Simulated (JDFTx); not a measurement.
Crystal: BAs.

```xyz
2
Lattice="0.0000 2.3885 2.3885 2.3885 0.0000 2.3885 2.3885 2.3885 0.0000" Properties=species:S:1:pos:R:3 pbc="T T T"
As    3.5827    3.5827    3.5827
B     0.0000    0.0000    0.0000
```

Base run:

```yaml
Program: JDFTx 1.7.0 (patched build)
Functional: PBE
Potentials_or_basis: PseudoDojo-SR-PBE-0.5-standard with smoothed tails
Cutoff: 1143 eV
Density_cutoff: 9143 eV
k_mesh: 10 × 10 × 10
Occupations: fermi-dirac, width 0.05 eV
Spin: no spin polarisation
```

Its results: band gap on the k mesh 1.20 eV, indirect (least direct gap 3.29 eV); pressure 2.7 GPa.

Question: After a change of settings the same cell gave: band gap on the k mesh 1.29 eV, indirect (least direct gap 3.42 eV); pressure 2.0 GPa. Which change was it?
A. potentials or basis from PseudoDojo-SR-PBE-0.5-standard with smoothed tails to PseudoDojo-FR-PBE-0.4-standard; spin from no spin polarisation to spin-orbit coupling, no magnetisation
B. functional from PBE to r2SCAN; potentials or basis from PseudoDojo-SR-PBE-0.5-standard with smoothed tails to SG15-PBE-1.2 with smoothed tails; cutoff from 1143 eV to 1088 eV; density cutoff from 9143 eV to 8708 eV; valence electrons from 18 to 8
C. functional from PBE to LDA; potentials or basis from PseudoDojo-SR-PBE-0.5-standard with smoothed tails to PseudoDojo-SR-LDA-0.4.1-standard with smoothed tails; cutoff from 1143 eV to 1088 eV; density cutoff from 9143 eV to 8708 eV
D. functional from PBE to BLYP

Answer: B.

Caveats: the empty levels aren't tightly converged (some runs); the potentials were made for another functional, which shifts forces and pressure (some runs).

Not every run made on this cell is shown here.
